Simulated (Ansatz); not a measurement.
# Formation energy of CrCuO2

The computed numbers are results of r²SCAN, scalar-relativistic (collinear spin) in the plane-wave PAW code Ansatz at 500 eV, 10×10×10 k-mesh, Gaussian smearing of 0.05 eV; PAW files: Ansatz's generated set soft_2.

The chain of runs began from a cell as deposited in COD, expanded in volume.

Symmetry: R-3m, No. 166, trigonal system. Conventional cell: a = 2.982 Å, b = 2.982 Å, c = 17.012 Å, α = 90.00°, β = 90.00°, γ = 120.00°. Around Cr (site symmetry -3m) lie 6 O at 1.99 Å. Around Cu (site symmetry -3m) lie 2 O at 1.84 Å. O (site symmetry 3m) is surrounded by 1 Cu at 1.84 Å and 3 Cr at 1.99 Å. (Neighbours are counted to 15 % beyond the shortest distance.)

The elements were computed in their standard states (gases as isolated molecules) with the same datasets, cutoff and functional. The compound's run is ferromagnetic, with site spin moments Cr 2.45 μB. Absolute energies hang on the potentials; compare differences alone.

Energy of the relaxed cell (4 atoms, smearing extrapolated to zero): -11152.947 eV. Elements, in eV/atom: Cr -3382.714, Cu -6631.239, O -565.983.

Problem. What is the formation energy?

Solution. [-11152.947 − (1 × -3382.714 + 1 × -6631.239 + 2 × -565.983)] / 4 = -1.76 eV/atom, or -170 kJ per mole of atoms.

The value is for 0 K, without zero-point energy and without any correction for the binding of gas molecules. Uncorrected semilocal values for oxides, chalcogenides and halides often miss by tenths of an eV an atom. A negative value shows stability against the elements alone, not against other compounds or structures.

The run wasn't fully tested for a lower electronic state. Site moments are of spin, integrated over atomic spheres.
